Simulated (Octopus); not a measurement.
**SrO under changes of volume**

One of the cells (16.901 Å³/atom); the others are scaled copies at fixed shape and fractional positions:

```xyz
2
Lattice="0.0000 2.5663 2.5663 2.5663 0.0000 2.5663 2.5663 2.5663 0.0000" Properties=species:S:1:pos:R:3 pbc="T T T"
Sr    2.5663    2.5663    2.5663
O     0.0000    0.0000    0.0000
```

| Property | Result |
| --- | --- |
| Program | Octopus 16.4 |
| Functional | PBE |
| Potentials or basis | pseudodojo_pbe (PseudoDojo 0.5, PBE) |
| Grid spacing | 0.130 Å |
| k mesh | 9 × 9 × 9 |
| Occupations | fermi-dirac, width 0.05 eV |
| Spin | no spin polarisation |

```csv
volume (Å³/atom),energy over the lowest point (meV/atom),gap on the mesh (eV)
15.887,49.52,3.34
16.225,?,?
16.563,16.71,3.36
16.901,7.12,3.37
17.239,1.49,3.38
17.577,0.00,3.39
17.915,1.85,3.39
```

What does the run at 16.225 Å³/atom give?

Energy over the lowest point 30.53 meV/atom; gap on the mesh 3.35 eV.

Worked out: A Birch-Murnaghan fit of order 3 (a polynomial in V^(-2/3)) to the other rows has its minimum at 17.56 Å³/atom with B0 = V·E''(V) = 89 GPa (rough, since the energies scatter). It gives 30.75 meV/atom at 16.225 Å³/atom, against the run's 30.53. A straight line through the other rows of the gap, of slope 0.443 eV per unit of ln V, gives 3.35 eV, against the run's 3.35.

Energies are extrapolated to zero smearing.

Caveats: an odd mesh through Γ misses points on the zone boundary, where band edges often lie. Spin-orbit coupling on Sr is left out.
